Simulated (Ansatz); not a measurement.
# CuO: the cost of one run

Program: Ansatz 0.2.0. Level of theory: DFT PBE+U (U_eff = 2 eV on Cu d), plane waves, PAW. These are calculated values, not measurements.

## 1. The system as given

It takes space group P4/nmm (No. 129, tetragonal). Conventional cell: a = 3.175 Å, b = 3.175 Å, c = 4.650 Å, α = 90.00°, β = 90.00°, γ = 90.00°. Around Cu (site symmetry -4m2) lie 4 O at 2.02 Å and 4 Cu at 2.25 Å. Around O (site symmetry 4mm) lie 4 Cu at 2.02 Å.

As a file:

```
Cu O
1.0
     3.17550    0.00000    0.00000
     0.00000    3.17550    0.00000
     0.00000    0.00000    4.64953
Cu O
2 2
Direct
  0.00000 0.00000 0.00000
  0.50000 0.50000 0.00000
  0.50000 0.00000 0.26700
  0.00000 0.50000 0.73300
```

Magnetic order typed: ferromagnetic.

## 2. From atoms, symmetry kept, no search

input.yaml reads:

```yaml
crystal:
  lattice:
    - [3.1754955, 0.0, 0.0]
    - [0.0, 3.1754955, 0.0]
    - [0.0, 0.0, 4.64953187]
  atoms:
    - { symbol: Cu, position: [0.0, 0.0, 0.0], spin: 1.0 }
    - { symbol: Cu, position: [0.5, 0.5, 0.0], spin: 1.0 }
    - { symbol: O, position: [0.5, 0.0, 0.267] }
    - { symbol: O, position: [0.0, 0.5, 0.733] }
basis:
  ecutwfc: 420
  ecutrho_ratio: 4
kpoints:
  mp_grid: { grid: [6, 6, 4] }
hamiltonian:
  xc: pbe
  hubbard:
    sites: [{ site: 0, l: d, u_eff: 2.0 }, { site: 1, l: d, u_eff: 2.0 }]
scf:
  occupations: { method: gaussian, width: 0.05 }
  lower_state_search: "off"
  max_iter: 150
output:
  forces: true
  stress: true
  eigenvalues: true
  populations: true
  hubbard: { sites: [{ site: 0, l: d }, { site: 1, l: d }] }
magnetization:
  spin_polarized: true
```

On the command line:

```sh
ansatz run input.yaml --threads 2 --pin off --max-ram 3072MiB --backend cpu --events-out ev --progress --plain --runs-dir out
```

**Question.** How long does this run take on 2 threads of AMD EPYC 9R45 (Zen 5), shared host, and how much memory does it need?

About 2.1 s, with a peak of 0.47 GiB.
